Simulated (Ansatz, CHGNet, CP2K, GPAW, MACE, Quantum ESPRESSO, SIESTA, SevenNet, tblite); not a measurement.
# tblite on generalised stacking fault on (110) of BePd (80 atoms): settings against a plane-wave reference

Wanted: tblite inputs and outputs for generalised stacking fault on (110) of BePd (80 atoms), checked against a plane-wave reference.

Method: the method is named at each step, in tblite 0.8.0.

**1. The starting structure**

The cell holds 80 atoms: 40 Be and 40 Pd. Its edges and angles: a = 5.626 Å, b = 7.956 Å, c = 20.002 Å, α = 90.0°, β = 83.9°, γ = 90.0°. It derives from BePd (CsCl-type). CsCl-type BePd (a = 2.813 Å), cell with z along [110], 2 x 2 x 5 periods; the third cell vector is tilted by 0.750 of [001] and lengthened by 0 Å, so the cell holds one fault; displaced by a Gaussian of 0.01 Å. Then every atom was moved at random, 0.03 Å r.m.s. a Cartesian component. The structure's axis is c.

The yardstick, on the same geometry:

* method: Kohn-Sham DFT, PBE, PAW, plane waves (Ansatz 0.2.0); cutoff 420 eV, Γ point, fermi-dirac smearing of 0.05 eV; PAW set soft_2
* r.m.s. force component: 0.3659 eV/Å
* longest force: 1.65 eV/Å
* pressure: 7.571 GPa
* SCF cycles: 9
* time: 20 s on 4 threads of Arm Neoverse V1, shared host
* CPU time: 76 s

**2. GFN1-xTB**

Method: GFN1-xTB tight binding, diagonalisation.

run.py reads:

```python
import numpy as np
from ase.io import read
from tblite.ase import TBLite

atoms = read("structure.xyz")
atoms.calc = TBLite(method="GFN1-xTB", electronic_temperature=580, accuracy=1.0, max_iterations=250, mixer_damping=0.1, verbosity=1)
energy = atoms.get_potential_energy()
forces = atoms.get_forces()
print(f"energy {energy:.6f} eV")
print("forces (eV/A)")
for i, (a, f) in enumerate(zip(atoms, forces)):
    print(f"{i:4d} {a.symbol:2s} {f[0]:10.5f} {f[1]:10.5f} {f[2]:10.5f}")
stress = -atoms.get_stress(voigt=False) * 160.21766
print("stress (GPa, compression positive)")
for row in stress:
    print(" ".join(f"{x:10.4f}" for x in row))
print("charges (e)")
print(np.array2string(atoms.get_charges(), precision=4, suppress_small=True, max_line_width=110, threshold=100000))
```

structure.xyz reads:

```xyz
80
Lattice="5.62600 0.00000 0.00000 0.00000 7.95637 0.00000 2.10975 0.00000 19.89091" Properties=species:S:1:pos:R:3 pbc="T T T"
Be 5.58505 7.94690 19.87559
Pd 1.38902 7.93656 1.96065
Be 0.67628 0.01878 0.02526
Pd 4.27701 0.00947 1.99824
Be 5.54807 3.99211 19.87122
Pd 1.43739 3.98200 2.01037
Be 2.77636 3.98781 19.86744
Pd 4.20584 4.03730 2.03265
Be 5.59144 1.99132 1.97616
Pd 1.37122 1.99776 3.92249
Be 2.80173 1.95743 1.99207
Pd 4.20538 2.05624 3.98455
Be 5.66657 7.93513 3.92627
Pd 1.38495 0.01520 5.98259
Be 2.74403 0.00501 4.00106
Pd 4.19636 0.00676 5.91615
Be 5.56964 5.95773 2.04121
Pd 1.46538 5.95749 3.96844
Be 2.78953 5.95964 1.95448
Pd 4.18855 5.96338 3.93462
Be 5.63345 4.01558 3.95610
Pd 1.40130 4.02576 5.96329
Be 2.79331 3.94938 4.02751
Pd 4.20848 3.96848 5.95514
Be 5.67989 2.00516 5.93326
Pd 1.39158 2.00453 7.93130
Be 2.83259 1.99952 5.98279
Pd 4.20411 1.97827 7.91996
Be 5.65745 7.92733 7.92772
Pd 1.41861 7.92446 9.91641
Be 2.79476 7.93743 7.97427
Pd 4.19288 7.94634 9.95281
Be 5.56999 5.96600 5.97921
Pd 1.36412 6.03029 8.00927
Be 2.84748 6.02369 5.99214
Pd 4.24347 5.96791 7.94363
Be 5.63492 3.99609 7.95716
Pd 1.36049 3.94556 9.91741
Be 2.82233 3.97429 7.91221
Pd 4.19580 4.00540 9.91721
Be 5.63016 2.01567 9.88916
Pd 1.39599 1.94883 11.91286
Be 2.81275 1.98376 9.95003
Pd 4.24184 1.97000 11.90431
Be 5.60472 0.04201 11.98268
Pd 7.05038 0.01647 13.88962
Be 2.83178 0.00406 11.93236
Pd 4.23499 7.95613 13.91270
Be 5.58362 5.94007 9.91880
Pd 1.40134 5.97484 11.93892
Be 2.83761 5.93227 9.97430
Pd 4.16854 5.98367 11.95006
Be 5.62999 3.97421 11.91963
Pd 7.03884 3.98909 13.90335
Be 2.81557 3.94819 11.92639
Pd 4.24082 3.97230 13.96819
[... 20 atom lines left out ...]
Be 5.64837 6.00173 17.89207
Pd 4.95892 5.92057 0.02486
Be 2.81308 6.01732 17.91534
Pd 2.10692 5.92941 0.00676
```

Command:

```sh
$ OMP_NUM_THREADS=1 python run.py > output.txt
```

The program printed:

```text
------------------------------------------------------------
  cycle        total energy    energy error   density error
------------------------------------------------------------
      1     -207.7075579292  -2.0730801E+02   1.2822567E+00
      2     -206.8439145187   8.6364341E-01   1.1460996E+00
      3      1728.734291359   1.9355782E+03   2.3177078E+00
      4      728.7849618173  -9.9994933E+02   1.7507682E+00
      5      710.0431279708  -1.8741834E+01   1.7281447E+00
      6      91.99034228661  -6.1805279E+02   1.0921594E+00
      7     -58.27397611246  -1.5026432E+02   8.6897757E-01
      8     -97.32324279082  -3.9049267E+01   6.3250168E-01
      9     -191.8049346749  -9.4481692E+01   4.2228912E-01
     10     -197.1731268352  -5.3681922E+00   3.6609475E-01
     11     -159.3741691150   3.7798958E+01   4.6939733E-01
     12     -197.5727423906  -3.8198573E+01   3.4959121E-01
     13     -204.5264514165  -6.9537090E+00   2.9753370E-01
     14     -207.0312277646  -2.5047763E+00   2.8316587E-01
     15     -205.8406840503   1.1905437E+00   2.5693469E-01
     16     -207.1040017686  -1.2633177E+00   2.4790004E-01
     17     -204.5245305381   2.5794712E+00   2.4092361E-01
     18     -207.3054129390  -2.7808824E+00   2.0831063E-01
     19     -206.9087178791   3.9669506E-01   1.8469999E-01
     20     -207.3906952411  -4.8197736E-01   1.6955561E-01
     21     -207.7879971138  -3.9730187E-01   1.5301948E-01
     22     -207.9039844392  -1.1598733E-01   1.4541582E-01
     23     -208.4441264363  -5.4014200E-01   1.0652061E-01
     24     -208.8216930687  -3.7756663E-01   4.9584493E-02
[...]
42     -208.9717927284  -1.7145161E-04   1.0355894E-03
     43     -208.9718355575  -4.2829081E-05   6.1522299E-04
     44     -208.9718398822  -4.3247545E-06   4.0592784E-04
     45     -208.9718479816  -8.0993883E-06   2.5653363E-04
     46     -208.9718507023  -2.7206906E-06   1.9993757E-04
     47     -208.9718520401  -1.3378106E-06   9.4911165E-05
     48     -208.9718522199  -1.7981250E-07   6.1128683E-05
     49     -208.9718523033  -8.3365478E-08   1.4474646E-05
------------------------------------------------------------
 total:                                   8.405 sec
energy -5686.413741 eV
forces (eV/A)
   0 Be   -0.31350   -0.07125   -1.14645
   1 Pd    0.69697   -0.14439    1.40361
   2 Be   -0.93190   -0.07632   -2.25563
   3 Pd   -0.52722    0.18371    0.48247
   4 Be   -0.05328   -0.20626   -0.98050
   5 Pd   -0.28886   -0.28441   -0.06516
   6 Be   -0.24305   -0.23196   -1.05241
   7 Pd    0.01210   -0.39838   -0.07185
   8 Be    0.54676    0.13831    1.49693
   9 Pd    0.12619   -0.23980    0.16839
  10 Be    0.56079    0.04438    1.19488
  11 Pd    0.02172   -0.31159    0.03639
  12 Be   -0.14366    0.04970    0.35898
  13 Pd    0.09305    0.00800   -0.11729
  14 Be    0.29457    0.12896    0.01995
  15 Pd    0.14278    0.08538    0.00965
  16 Be    0.85665    0.09129    1.65200
  17 Pd   -0.40536    0.10348    0.31980
  18 Be    0.86512    0.26594    2.23273
  19 Pd    0.14852    0.29779    0.39588
  20 Be    0.04216   -0.02860    0.22590
  21 Pd    0.00751    0.15937    0.13690
  22 Be    0.00132    0.08423    0.09020
  23 Pd    0.12332    0.05235    0.15858
[...]
72 Be    0.10926   -0.16761   -0.35370
  73 Pd   -0.27233    0.13419   -0.68259
  74 Be   -0.04086   -0.16492   -0.09992
  75 Pd    0.03206    0.18873   -0.29794
  76 Be   -0.16378   -0.09515   -0.04104
  77 Pd   -0.43142    0.24011   -1.03707
  78 Be   -0.12881   -0.42620   -0.21612
  79 Pd   -0.18679    0.13687   -1.60244
stress (GPa, compression positive)
   38.2895    -0.0231     1.2001
   -0.0231    11.6784     0.2046
    1.2001     0.2046    16.6749
charges (e)
[ 0.3968 -0.4016  0.4181 -0.4037  0.4013 -0.3896  0.4064 -0.389   0.4025 -0.4124  0.4022 -0.4033  0.3983
 -0.4078  0.398  -0.407   0.4084 -0.4053  0.4159 -0.3961  0.4022 -0.411   0.4164 -0.3968  0.4053 -0.3949
  0.3978 -0.3963  0.3982 -0.3767  0.3964 -0.3866  0.3956 -0.3916  0.3944 -0.4057  0.393  -0.4024  0.3911
 -0.4033  0.3975 -0.3979  0.3929 -0.4024  0.4049 -0.3936  0.3988 -0.3986  0.3992 -0.3956  0.3973 -0.398
  0.3917 -0.3956  0.3811 -0.3971  0.3957 -0.4055  0.3942 -0.4062  0.3876 -0.4187  0.4013 -0.4131  0.3937
 -0.3912  0.3998 -0.3935  0.4073 -0.4078  0.4103 -0.4036  0.3925 -0.4045  0.4029 -0.3971  0.3951 -0.3965
  0.411  -0.3951]
```

It took 9 s on 1 thread of Arm Neoverse V1, shared host; peak memory 0.13 GiB.

Banners, paths, timers and routine set-up lines are dropped from the logs unmarked, and long logs keep their key lines alone; longer cuts are marked.

Numbers from this run, and their distance from the reference:

- r.m.s. force component: 0.4104 eV/Å
- r.m.s. difference of force components: 211.6 meV/Å
- longest difference of force vectors: 1146 meV/Å
- force difference over r.m.s. force: 57.85 %
- slope of forces against the reference's: 0.9618
- correlation of force components: 0.8575
- pressure: 22.21 GPa
- pressure difference: 14.64 GPa

Length of the force difference by element (eV/Å):

```tsv
element	atoms	mean	most
Be	40	0.20	0.86
Pd	40	0.34	1.1
```

Local excerpt of 15 atoms (numbers count through the whole input) about Pd76, which has 13 bonded neighbours where the commonest count for Pd is 14; x, y, z are measured from there.

```tsv
atom	x	y	z	distance (Å)	bonds	Mulliken charge (e)	Fx	Fy	Fz (eV/Å)
Pd76	0.00	0.00	0.00	0.00	13	-0.40	0.03	0.19	-0.30
Be11	0.72	-0.03	2.03	2.15	13	0.40	0.56	0.04	1.19
Be73	1.40	0.02	-1.95	2.40	14	0.39	0.11	-0.17	-0.35
Be3	-1.40	-1.97	0.06	2.42	13	0.42	-0.93	-0.08	-2.26
Be5	1.36	2.01	0.02	2.42	13	0.40	-0.05	-0.21	-0.98
Be1	1.39	-2.00	0.02	2.43	13	0.40	-0.31	-0.07	-1.15
Be75	-1.40	0.04	-2.00	2.44	14	0.40	-0.04	-0.16	-0.10
Be7	-1.41	2.00	0.01	2.45	13	0.41	-0.24	-0.23	-1.05
Pd64	-0.07	-2.03	-1.89	2.77	14	-0.41	0.69	0.33	-0.34
Pd74	-2.80	-0.01	0.00	2.80	13	-0.40	-0.27	0.13	-0.68
Pd72	0.02	1.99	-1.98	2.80	14	-0.40	-0.01	0.02	0.18
Pd74	2.83	-0.01	0.00	2.83	13	-0.40	-0.27	0.13	-0.68
Pd2	-0.69	-2.01	2.00	2.91	13	-0.40	0.70	-0.14	1.40
Be9	-2.12	0.01	2.01	2.92	13	0.40	0.55	0.14	1.50
Pd6	-0.64	2.00	2.05	2.93	13	-0.39	-0.29	-0.28	-0.07
```

Atoms are counted from 1 here, from 0 in the log.

Forces lie 58 % from the reference's, at 0.12 times its CPU time (on 1 against 4 cores).

**3. Summary of results**

```yaml
force_difference_from_the_reference: tblite GFN1-xTB, 58 %
its_cpu_time: 9 s
```

Tight binding differs by 58 % (tblite GFN1-xTB); it is another model, with fitted parameters of its own, and the xTB methods hold dispersion. One electronic-structure run takes under half the reference's CPU time: tblite GFN1-xTB, at 58 % in 9 s against 76 s; its pressure misses by +14.6 GPa. Periodic xTB results under one method name differ between programs and library versions. The cell is under 6 Å thick along one periodic direction, so every atom has periodic images of itself close by, which move with it and show among its neighbours and in g(r). The reference's stress is far from hydrostatic: its diagonal is 16.7, 0.6, 5.4 GPa, compression counted positive. The host structure and its lattice constant were typed by rule, without a check against the phase diagram. The reference's pressure of 7.6 GPa says that the cell would expand at this level of theory. The electronic-structure runs sample only Γ, in a cell whose shortest periodic width is 6 Å, which is coarse for a cell with partly filled levels.

[Also dropped from logs without a mark: logging warnings of Python, and SIESTA's first energy breakdown and zero terms.]

[Logs are printed without paths, hosts, clocks, repeated set-up lines and the standing remarks that a program may print on its own settings, such as how far it seeks lower states.]

[Hosts, paths, dates, database ids (printed as entryN), source tags and the programs' standing remarks are cut or masked in the printed files.]
